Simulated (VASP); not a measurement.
Crystal: AgCl (Chlorargyrite).

```
Ag Cl
1.0
     0.00000    2.73500    2.73500
     2.73500    0.00000    2.73500
     2.73500    2.73500    0.00000
Ag Cl
1 1
Direct
  0.00000 0.00000 0.00000
  0.50000 0.50000 0.50000
```

Base run:

```yaml
Program: VASP 6.6.1
Functional: PBEsol
Potentials_or_basis: VASP PAW PBE potentials, release 64 (Ag, Cl)
Cutoff: 520 eV
k_mesh: 6 × 6 × 6
Occupations: gaussian, width 0.03 eV
Spin: no spin polarisation
```

Its results: band gap on the k mesh 0.72 eV, indirect (least direct gap 3.23 eV); pressure -0.8 GPa.

**Question.** The run is repeated on the same cell with these changes: functional from PBEsol to PBE; further incar settings from ALGO = Fast; EDIFF = 1e-07; NBANDS = 16 to ALGO = Normal; EDIFF = 1e-06. What comes out?

**Answer.** Band gap on the k mesh 0.90 eV, indirect (least direct gap 3.40 eV); pressure 3.8 GPa.

Caveats: the PAW data sets were made with another functional, which shifts forces and pressure a little (some runs).

A k mesh can miss the band edges.

Not every run made on this cell is shown here.
